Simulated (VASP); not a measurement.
## ZnSe (F-43m) under a change of volume

How do the elastic response and the band edges of ZnSe follow a change of volume?

Calculated with VASP 6.6.1; LDA; plane waves and PAW (Zn, Se), in the first sound run; inputs show where later runs differ.

Report form: the programs' logs are mostly left out.

## (1) Starting point

Symmetry: F-43m, No. 216, cubic system. The conventional cell has a = 5.668 Å, b = 5.668 Å, c = 5.668 Å, α = 90.00°, β = 90.00°, γ = 90.00°. Nearest to Zn lie 4 Se at 2.45 Å. Nearest to Se lie 4 Zn at 2.45 Å. Farther neighbours and most contacts between anions are not listed.

## (2) Relax the crystal, LDA

The series starts from the cell that this level prefers, so that zero strain is near zero stress.

This step took 2 runs in a row; the last is shown.

Level: LDA; plane waves and PAW (Zn, Se).

INCAR

```
SYSTEM = ZnSe
PREC = Accurate
ENCUT = 450
EDIFF = 1E-07
NELM = 120
ISMEAR = 0
SIGMA = 0.02
LREAL = .FALSE.
ALGO = Normal
GGA = CA
NBANDS = 15
LASPH = .TRUE.
LORBIT = 11
LWAVE = .FALSE.
LCHARG = .FALSE.
KPAR = 16
IBRION = 2
NSW = 40
ISIF = 3
EDIFFG = -0.005
POTIM = 0.4
```

POSCAR

```
ZnSe
1.0
    0.0000000000      2.7878715481      2.7878715481
    2.7878715481      0.0000000000      2.7878715481
    2.7878715481      2.7878715481      0.0000000000
Zn Se
1 1
Direct
    0.0000000000      0.0000000000      0.0000000000
    0.2500000000      0.2500000000      0.2500000000
```

KPOINTS

```
Automatic mesh
0
Gamma
9 9 9
0 0 0
```

The projector-augmented-wave data sets are Zn and Se (LDA family, release 64).

Command:

```
$ mpirun -np 16 vasp_std
```

It took 9.8 s on 16 MPI ranks of AMD EPYC 7R43, shared host; peak memory 2.2 GiB.

Numbers from this step:

* energy(sigma→0) of the program: -7.3722 eV
* stress, compression positive: xx, yy, zz 0.00, 0.00, 0.00 GPa
* volume: 43.309 Å³
* ionic steps: 2

## (3) Relax at fixed volume, LDA

One member in full: the volume is scaled by 1.06, and the cell is held.

Level: LDA; plane waves and PAW (Zn, Se).

Edit INCAR of step 2 so:

```diff
@@ -15,7 +15,8 @@
 LCHARG = .FALSE.
-KPAR = 16
+KPAR = 4
 IBRION = 2
 NSW = 40
-ISIF = 3
-EDIFFG = -0.005
+ISIF = 2
+EDIFFG = -0.004
 POTIM = 0.4
+MAXMIX = 40
```

POSCAR

```
ZnSe
1.0
    0.0000000000      2.8419708868      2.8419708868
    2.8419708868      0.0000000000      2.8419708868
    2.8419708868      2.8419708868      0.0000000000
Zn Se
1 1
Direct
    0.0000000000      0.0000000000      0.0000000000
    0.2500000000      0.2500000000      0.2500000000
```

KPOINTS is that of step 2.

Command:

```
$ mpirun -np 4 vasp_std
```

Run time: 13 s. Hardware: 4 MPI ranks; peak memory 0.46 GiB.

Numbers from this step:

| Item | Value |
| --- | --- |
| energy(sigma→0) of the program | -7.3424 eV |
| stress, compression positive | xx, yy, zz -3.66, -3.66, -3.66 GPa |
| ionic steps | 1 |

## (4) Band edges, TB-mBJ with spin-orbit coupling

Short lines in KPOINTS_OPT sample the zone centre, for masses, and the other valleys.

Level: TB-mBJ, spin-orbit coupling; plane waves and PAW (Zn, Se).

TB-mBJ has no energy functional, so the total energy, stress and pressure in this output mean nothing.

INCAR

```
SYSTEM = ZnSe
PREC = Accurate
ENCUT = 450
EDIFF = 1E-06
NELM = 150
ISMEAR = 0
SIGMA = 0.02
LREAL = .FALSE.
ALGO = Normal
METAGGA = MBJ
LASPH = .TRUE.
LNONCOLLINEAR = .TRUE.
MAGMOM = 0 0 0 0 0 0
NBANDS = 28
GGA_COMPAT = .FALSE.
LSORBIT = .TRUE.
LWAVE = .FALSE.
LCHARG = .FALSE.
KPAR = 4
```

POSCAR is that of step 3.

KPOINTS

```
Automatic mesh
0
Gamma
7 7 7
0 0 0
```

KPOINTS_OPT

```
Line mode
6
Line-mode
Reciprocal
  0.00000000   0.00000000   0.00000000
  0.02261569   0.02261569  -0.00000000

  0.00000000   0.00000000   0.00000000
 -0.00000000  -0.02261569  -0.02261569

  0.31000000   0.31000000   0.00000000
  0.50000000   0.50000000   0.00000000

  0.00000000   0.31000000   0.31000000
  0.00000000   0.50000000   0.50000000

  0.45000000   0.45000000   0.45000000
  0.50000000   0.50000000   0.50000000

  0.45000000   0.00000000   0.00000000
  0.50000000   0.00000000   0.00000000

  0.42500000   0.42500000   0.00000000
  0.42500000   0.44761569   0.02261569

  0.50000000   0.50000000   0.50000000
  0.48400830   0.51599170   0.50000000
```

Command:

```
$ mpirun -np 4 vasp_ncl
```

It took 2.5 min on 4 MPI ranks; peak memory 1.1 GiB.

## (5) Band edges, r2SCAN

Level: r2SCAN; plane waves and PAW (Zn, Se).

INCAR

```
SYSTEM = ZnSe
PREC = Accurate
ENCUT = 450
EDIFF = 1E-06
NELM = 100
ISMEAR = 0
SIGMA = 0.02
LREAL = .FALSE.
ALGO = Normal
METAGGA = R2SCAN
LASPH = .TRUE.
NBANDS = 14
LWAVE = .FALSE.
LCHARG = .FALSE.
KPAR = 4
```

POSCAR is that of step 4.

KPOINTS is that of step 4.

KPOINTS_OPT is that of step 4.

Command:

```
$ mpirun -np 4 vasp_std
```

Wall time 47 s (4 MPI ranks); peak memory 0.5 GiB.

This run gave:

- energy(sigma→0) of the program: -291.3778 eV
- stress, compression positive: xx, yy, zz -0.75, -0.75, -0.75 GPa

The run ends at a pressure of -0.75 GPa.

## (6) Band edges, HSE06

Level: HSE06; plane waves and PAW (Zn, Se).

Edit INCAR of step 5 so:

```diff
@@ -9,5 +9,9 @@
 ALGO = Normal
-METAGGA = R2SCAN
+LHFCALC = .TRUE.
+AEXX = 0.25
+GGA = PE
+HFSCREEN = 0.2
 LASPH = .TRUE.
 NBANDS = 14
+PRECFOCK = Fast
 LWAVE = .FALSE.
```

POSCAR is that of step 5.

KPOINTS

```
Automatic mesh
0
Gamma
5 5 5
0 0 0
```

KPOINTS_OPT is that of step 5.

Command:

```
$ mpirun -np 4 vasp_std
```

Run time: 14 min. Hardware: 4 MPI ranks; peak memory 0.93 GiB; 56 min of CPU time.

This run gave:

```
energy(sigma→0) of the program : -7.4460 eV
```

## (7) The table

Hybrid runs start from orbitals of a short LDA run, not shown.

Runs beyond LDA use the data sets made with LDA; this shifts their levels slightly, and their total energies have another zero (at TB-mBJ, which has no energy functional, they mean nothing).

The other members went through these steps as far as the tables show, with the same cutoff and, step by step, the same mesh; 48 runs are not shown. The session took 13 core hours (wall time by ranks) on a shared machine.

The dielectric columns come from linear-response runs at LDA, run where the gap exceeds a picked 1.2 eV, on a mesh of 10×10×10.

```tsv
volume over the relaxed volume	volume (Å³/atom)	pressure (GPa)	energy above the unstrained row (meV/atom)	gap on the mesh, LDA (eV)	ε∞ (mean)	static ε (mean)	largest Born charge, mean of the diagonal (e)	lowest optical mode (cm⁻¹)	highest mode without LO–TO splitting (cm⁻¹)
0.940	20.355	5.120	20.404	1.541	7.448	9.503	1.883	241.400	241.400
0.955	20.680	3.678	11.308	1.472	7.495	9.672	1.909	235.974	235.974
0.970	21.005	2.349	5.015	1.404	7.550	9.855	1.934	230.571	230.571
0.985	21.330	1.127	1.324	1.338	7.613	10.083	1.959	223.795	223.795
1	21.655	0.004	0.000	1.274	7.685	10.309	1.984	218.218	218.218
1.015	21.980	-1.030	0.861	1.211	7.767	10.538	2.008	213.407	213.407
1.030	22.304	-1.983	3.749	1.151					
1.045	22.629	-2.858	8.461	1.091					
1.060	22.954	-3.663	14.893	1.034
```

A blank entry does not apply, was not run or did not finish.

A cubic of the pressure in ln(V/V₀) through all rows has the slope −B at V₀: B = 72 GPa, and its curvature gives B′ = 4.6.

Band edges at TB-mBJ with spin-orbit coupling, counted from the valence-band top at Γ, spin-orbit pairs averaged:

```tsv
volume over the relaxed volume	gap (eV)	conduction band at Γ (eV)	Δ or X valley along z (eV)	lowest conduction level at L, [111] (eV)	second valence level below the top (eV)	third valence level below the top (eV)
0.940	3.077	3.077	3.514	3.785	0.000	0.359
0.955	3.017	3.017	3.566	3.768	0.000	0.359
0.970	2.959	2.959	3.617	3.752	0.000	0.358
0.985	2.903	2.903	3.666	3.735	0.000	0.357
1	2.847	2.847	3.712	3.716	0.000	0.357
1.015	2.793	2.793	3.756	3.699	0.000	0.356
1.030	2.737	2.737	3.796	3.680	0.000	0.355
1.045	2.682	2.682	3.833	3.660	0.000	0.355
1.060	2.627	2.627	3.867	3.639	0.000	0.354
```

Conduction masses, in electron masses (the axis is [001]):

```tsv
volume over the relaxed volume	conduction mass at Γ, along the strain axis or the normal of the plane
0.940	0.192
0.955	0.192
0.970	0.189
0.985	0.189
1	0.189
1.015	0.188
1.030	0.188
1.045	0.188
1.060	0.187
```

Band edges at r2SCAN, counted from the valence-band top at Γ:

```tsv
volume over the relaxed volume	gap (eV)	conduction band at Γ (eV)	Δ or X valley along z (eV)	lowest conduction level at L, [111] (eV)	second valence level below the top (eV)	third valence level below the top (eV)
0.940	2.371	2.371	3.074	3.266	0.000	0.000
0.955	2.297	2.297	3.115	3.237	0.000	0.000
0.970	2.225	2.225	3.156	3.209	0.000	0.000
0.985	2.155	2.155	3.194	3.182	0.000	0.000
1	2.086	2.086	3.231	3.154	0.000	0.000
1.015	2.019	2.019	3.267	3.126	0.000	0.000
1.030	1.954	1.954	3.300	3.098	0.000	0.000
1.045	1.890	1.890	3.333	3.070	0.000	0.000
1.060	1.828	1.828	3.364	3.042	0.000	0.000
```

Conduction masses, in electron masses (the axis is [001]):

```tsv
volume over the relaxed volume	conduction mass at Γ, along the strain axis or the normal of the plane
0.940	0.140
0.955	0.138
0.970	0.136
0.985	0.133
1	0.131
1.015	0.129
1.030	0.126
1.045	0.124
1.060	0.122
```

Band edges at HSE06, counted from the valence-band top at Γ, with one row partly withheld:

```tsv
volume over the relaxed volume	gap (eV)	conduction band at Γ (eV)	Δ or X valley along z (eV)	lowest conduction level at L, [111] (eV)	second valence level below the top (eV)	third valence level below the top (eV)
0.940	2.949	2.950	3.610	3.899	0.000	0.000
0.955	2.874	2.874	3.652	3.869	0.000	0.000
0.970	2.800	2.800	3.692	3.839	0.000	0.000
0.985	2.727	2.727	3.731	3.808	0.000	0.000
1	?	?	3.768	3.778	0.000	0.000
1.015	2.587	2.587	3.804	3.748	0.000	0.000
1.030	2.519	2.519	3.838	3.718	0.000	0.000
1.045	2.453	2.453	3.870	3.688	0.000	0.000
1.060	2.388	2.388	3.901	3.658	0.000	0.000
```

Conduction masses, in electron masses (the axis is [001]):

```tsv
volume over the relaxed volume	conduction mass at Γ, along the strain axis or the normal of the plane
0.940	0.146
0.955	0.144
0.970	0.142
0.985	0.140
1	0.138
1.015	0.136
1.030	0.134
1.045	0.133
1.060	0.131
```

## (8) Working out the slope

The quantity to fit is the conduction level at Γ above the mean of the three top valence levels at HSE06: 2.950, 2.874, 2.800, 2.727, 2.587, 2.519, 2.453, 2.388 eV in the rows shown.

Fitting a parabola to the 8 known rows (u: logarithm of the volume ratio) gives E = 1.075 u² − 4.670 u + 2.656 in eV; the residuals are 4.9e-5 eV r.m.s.

At u = 0 this predicts 2.6565 eV.

## (9) Checking the prediction

The calculation gives 2.6565 eV, so the prediction is right to the last digit shown.

## (10) Summary of results

| Quantity | Value |
| --- | --- |
| bulk modulus | 72 GPa |
| gap of the unstrained cell, TB-mBJ with spin-orbit coupling | 2.85 eV |
| gap of the unstrained cell, r2SCAN | 2.09 eV |
| dE/d ln V of the conduction level at Γ above the mean of the three top valence levels, HSE06 | -4.67 eV |
| error of the predicted row | 0.0 meV |

In words: The electronic dielectric constant goes from 7.45 at 0.94 to 7.77 at 1.01 of the relaxed volume; d ln / d ln V = 0.55. The static dielectric constant goes from 9.50 at 0.94 to 10.5 at 1.01 of the relaxed volume; d ln / d ln V = 1.36. The highest mode without LO–TO splitting (cm⁻¹) goes from 241 at 0.94 to 213 at 1.01 of the relaxed volume; d ln / d ln V = -1.64, a Grüneisen parameter of 1.64. At TB-mBJ with spin-orbit coupling the lowest conduction valley is Γ throughout, and the gap runs between 2.63 and 3.08 eV. At r2SCAN the lowest conduction valley is Γ throughout, and the gap runs between 1.83 and 2.37 eV. At HSE06 the lowest conduction valley is Γ throughout, and the gap runs between 2.39 and 2.95 eV. Hole masses are left out throughout, since the top bands are degenerate or cross in many series; of conduction masses, those of the Γ, L and (for Si and Ge under (001) strain) Δ valleys are kept where they change by under an eighth between rows. TB-mBJ is a potential fitted for gaps; it has no energy functional, so its total energies and forces mean nothing, and its bands tend to come out too narrow. r2SCAN opens gaps somewhat over GGA but leaves them below measured values as a rule. HSE06 ran on a coarser mesh than the semilocal levels. Spin-orbit coupling is left out at r2SCAN and HSE06, so the valence splittings there lack it. Δ or X levels are the lowest on their line, refined by a parabola unless they lie at X; the gap is read from all points sampled and can differ from the lowest valley by some meV, or by tens of meV where strain moves the valence top off Γ. Temperature, zero-point motion and excitons are left out.

[Lines on the potential files, build, host, timing and source positions are cut from VASP's logs without a mark.]

[Logs are printed without paths, hosts, clocks, repeated set-up lines and the standing remarks that a program may print on its own settings, such as how far it seeks lower states.]

[Hosts, paths, dates, database ids (printed as entryN), source tags and the programs' standing remarks are cut or masked in the printed files.]

[In band tables of VASP the shares of atoms and orbitals are scaled to a sum of 1 inside the atoms' spheres.]
